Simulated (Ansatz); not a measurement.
# ¹⁷O NMR of the central transition in TiO₂

Cell: a Materials Project structure (computed, not necessarily an observed phase), taken as it stands.

```cif
data_TiO2
_symmetry_space_group_name_H-M 'P2_1/c'
_symmetry_Int_Tables_number 14
_cell_length_a 4.8127
_cell_length_b 4.8719
_cell_length_c 5.0410
_cell_angle_alpha 90.000
_cell_angle_beta 99.856
_cell_angle_gamma 90.000
loop_
_atom_site_label
_atom_site_type_symbol
_atom_site_symmetry_multiplicity
_atom_site_Wyckoff_symbol
_atom_site_fract_x
_atom_site_fract_y
_atom_site_fract_z
Ti Ti 4 e 0.2774 0.4472 0.7131
O5 O 4 e 0.4454 0.7424 0.9668
O9 O 4 e 0.0638 0.3230 0.3516
```

One atom of each set is listed.

All values are calculated (Ansatz; DFT, r2SCAN, plane waves and PAW, scalar-relativistic, 500 eV cutoff, Γ-centred 5×4×4 k-points, Fermi–Dirac smearing 0.02 eV), not measured.

¹⁷O has I = 5/2 and Q = -25.58 mb (Pyykkö 2018); at 35.2 T its Larmor frequency is ν₀ = 203.3 MHz. Only the quadrupole interaction is simulated: positions count from each site's isotropic chemical shift, and J coupling is left out, as are shift anisotropy and dipolar coupling, which fast spinning averages.

Q: What does the ¹⁷O spectrum (fast magic-angle spinning) show for each site?

A: 

```json
{"site": "O5", "first shell": "4 Ti at 2.00–2.20 Å", "C_Q (MHz)": "0.887", "η": "0.42", "P_Q (MHz)": "0.913", "δ_QIS (ppm)": "-0.121", "breadth (kHz)": "0.0570"}
{"site": "O9", "first shell": "3 Ti at 1.88–2.03 Å", "C_Q (MHz)": "1.64", "η": "0.96", "P_Q (MHz)": "1.88", "δ_QIS (ppm)": "-0.511", "breadth (kHz)": "0.229"}
```

δ_QIS = −(ν_Q²/30ν₀²)[I(I+1) − 3/4](1 + η²/3) × 10⁶ ppm with ν_Q = 3|C_Q|/[2I(2I−1)]; it falls as 1/B₀² in ppm, and the breadth as 1/B₀ in kHz.
